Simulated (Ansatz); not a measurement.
## Ge: pressure against volume

Ge, P6_3/mmc, a = 3.997 Å, c = 6.596 Å. This isn't the element's structure at ambient conditions. Ansatz: PBEsol, PAW, 420 eV, Γ-centred 12×12×6 mesh on 4 atoms, Gaussian smearing 0.10 eV; no spin polarisation. Shape and atoms are relaxed at each volume; pressure is positive in compression.

| V (Å³/atom) | P (GPa) |
| --- | --- |
| 20.078 | 11.67 |
| 20.762 | 7.96 |
| 21.447 | 4.82 |
| 22.131 | 2.19 |
| 22.816 | 0.00 |
| 23.500 | ? |
| 24.185 | -3.44 |
| 25.097 | -5.15 |

**Question.** Take V0 = 22.816 Å³/atom, fit the third-order Birch–Murnaghan form to the other rows, and predict the missing pressure.

**Answer.** With the Eulerian strain f = ½[(V0/V)^(2/3) − 1] and y = P/[3f(1 + 2f)^(5/2)], the form is the line y = B0 + 1.5 B0 (B0′ − 4) f. Rows (f, y): 0.04448, 70.7; 0.03246, 69.8; 0.02106, 68.8; 0.01026, 67.6; -0.01905, 66.3; -0.03077, 65.4. Means f = 0.009740, y = 68.100; Σ(Δf)² = 0.004321, ΣΔfΔy = 0.2978; the slope is their ratio. y = 67.43 + 68.92 f GPa, so B0 = 67.4 GPa and B0′ = 4 + 2 × (68.92)/(3 × 67.43) = 4.68. At V = 23.500, f = -0.00975, y = 66.76 and P = -1.86 GPa. The run gave -1.87 GPa, so the fit is 0.01 GPa too high, within the rms miss on the fitted rows (0.02 GPa).